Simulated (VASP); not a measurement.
Crystal: PbSe.

```
Se Pb
1.0
     0.00000    3.05199    3.05199
     3.05199    0.00000    3.05199
     3.05199    3.05199    0.00000
Se Pb
1 1
Cartesian
  3.0520 3.0520 3.0520
  0.0000 0.0000 0.0000
```

The cell was built by a generator and needn't be a form met in nature.

Base run:

* Program: VASP 6.6.1
* Functional: r2SCAN
* Potentials or basis: VASP PAW PBE potentials, release 64 (Se, Pb_d)
* Cutoff: 520 eV
* k mesh: 8 × 8 × 8
* Occupations: gaussian, width 0.03 eV
* Spin: no spin polarisation

Its results: band gap on the k mesh 0.55 eV, direct.

Q: The run is repeated on the same cell with these changes: functional from r2SCAN to TB-mBJ. What comes out?

A: Band gap on the k mesh 0.83 eV, direct.

Caveats: spin-orbit coupling is left out, which as a rule narrows the gap of such compounds by several tenths of an eV.
